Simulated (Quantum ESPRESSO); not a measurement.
Runs of Quantum ESPRESSO 7.5 on MgS (Niningerite). It takes space group Fm-3m (No. 225, cubic). The conventional cell has a = 5.203 Å, b = 5.203 Å, c = 5.203 Å, α = 90.00°, β = 90.00°, γ = 90.00°. Around S (site symmetry m-3m) lie 6 Mg at 2.60 Å. Mg (site symmetry m-3m) is surrounded by 6 S at 2.60 Å. 

```tsv
level	smearing	share of exact exchange	q mesh for exact exchange	cutoff for exact exchange	symmetry	SCF threshold	gap on the mesh (eV)
r2SCAN-X	fixed	0.25	4 × 4 × 4	1904.8 eV	off	1e-07 Ry	(a)
PBE	fermi-dirac 0.05 eV	-	-	-	-	4e-10 Ry	(b)
r2SCAN-X	fixed	0.05	4 × 4 × 4	1904.8 eV	off	1e-07 Ry	3.80
r2SCAN-X	fixed	0.1	4 × 4 × 4	1904.8 eV	off	1e-07 Ry	4.09
r2SCAN-X	fixed	0.35	4 × 4 × 4	1904.8 eV	off	1e-07 Ry	5.59
r2SCAN-X	fixed	0.15	4 × 4 × 4	1904.8 eV	off	1e-07 Ry	4.39
```

Alike in all rows: task single point; potentials or basis SG15 PBE 1.2; no spin polarisation; cell as given; k mesh 4 × 4 × 4; cutoff (eV) 952; the mesh is coarse, so values aren't converged.

Problem. Estimate the missing entries.

Solution. (a) 4.99; (b) 2.77.

Caveats: all runs use coarse meshes.

A k mesh can miss the band edges.
